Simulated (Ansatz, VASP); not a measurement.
## Two plane-wave programs on LiH

```
Li H
1.0
     3.25482    0.00000    0.00000
    -1.62741    2.81876    0.00000
     0.00000    0.00000    4.29205
Li H
2 2
Direct
  0.33333 0.66667 0.25000
  0.66667 0.33333 0.75000
  0.66667 0.33333 0.25000
  0.33333 0.66667 0.75000
```

Change from the starting cell: uniaxial_z strain +5.5%.

Alike in both runs: task single point; functional r2SCAN; k mesh 12 × 12 × 6; no spin polarisation.

|  | VASP | Ansatz |
| --- | --- | --- |
| version | VASP 6.6.1 | Ansatz 0.2.0 |
| potentials or method | VASP PAW PBE potentials, release 64 (Li_sv, H) | plane waves, PAW |
| plane-wave cutoff (eV) | 520 | 500 |
| occupations | gaussian, width 0.01 eV | fixed |
| valence electrons in the cell | 8 | 8 |

|  | VASP | Ansatz | Ansatz less VASP |
| --- | --- | --- | --- |
| gap on the k mesh at the Fermi level (eV) | 2.79 | 2.84 | +0.054 |

 A k mesh can miss the band edges.
